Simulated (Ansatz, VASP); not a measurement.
**One calculation of Al, two programs**

Contents of INCAR:

```
SYSTEM = Al
PREC     = Accurate       ! precision mode
ENCUT    = 600            ! plane-wave cutoff, eV
EDIFF    = 1E-6           ! SCF threshold, eV
ISMEAR   = 0              ! smearing method
SIGMA    = 0.1            ! smearing width, eV
LREAL    = .False.        ! projectors in reciprocal space
LASPH    = .True.         ! aspherical terms in the spheres
NELM     = 60             ! most SCF steps
ALGO     = Normal         ! electronic algorithm
ISIF     = 3              ! what is computed and relaxed
LWAVE    = .False.        ! write WAVECAR
LCHARG   = .False.        ! write CHGCAR
GGA      = PE             ! functional
IBRION   = 2              ! ionic algorithm
NSW      = 70             ! ionic steps
EDIFFG   = -0.005         ! ionic threshold
```

File KPOINTS:

```
Automatic mesh
0
Gamma
  18 18 18
  0 0 0
```

Contents of POSCAR:

```
Al
1.0
    0.0000000000      1.9913663546      1.9913663546
    1.9913663546      0.0000000000      1.9913663546
    1.9913663546      1.9913663546      0.0000000000
Al
1
Direct
    0.0000000000      0.0000000000      0.0000000000
```

Input for Ansatz:

```yaml
crystal:
  lattice:
    - [0.0, 1.9913663546, 1.9913663546]
    - [1.9913663546, 0.0, 1.9913663546]
    - [1.9913663546, 1.9913663546, 0.0]
  atoms:
    - { symbol: Al, position: [0.0, 0.0, 0.0] }
basis:
  ecutwfc: 420
kpoints:
  mp_grid: { grid: [18, 18, 18] }
hamiltonian:
  xc: pbe
scf:
  occupations: { method: gaussian, width: 0.1 }
output:
  forces: true
  stress: true
  eigenvalues: true
relax:
  adjacent_minimum: "off"
  f_tol: 0.005
  max_steps: 50
  cell: { stress_tol: 0.05 }
```

Alike in both runs: task relaxation of cell and atoms; functional PBE; k mesh 18 × 18 × 18; occupations gaussian, width 0.1 eV; no spin polarisation.

|  | VASP | Ansatz |
| --- | --- | --- |
| version | VASP 6.6.1 | Ansatz 0.2.0 |
| potentials or method | VASP PAW PBE potentials, release 64 (Al) | scalar-relativistic, plane waves, PAW |
| plane-wave cutoff (eV) | 600 | 420 |
| valence electrons in the cell | 3 | 3 |

|  | VASP | Ansatz | Ansatz less VASP |
| --- | --- | --- | --- |
| gap on the k mesh at the Fermi level, each at its own relaxed structure (eV) | none | none | - |
| relaxed volume (Å³/atom) | 16.49 | 16.50 | +0.011 |
| relaxed cell length with the largest relative difference (Å) | 2.857 | 2.858 | +0.0006 |
| energy change over the relaxation (meV/atom) | -8 | -8 | -0.2 |

A gap of «none» marks a metal or a gap that the smearing closes.

PBE usually gives volumes a little too large and moduli too small. Zero-point motion and thermal expansion aren't in these numbers.
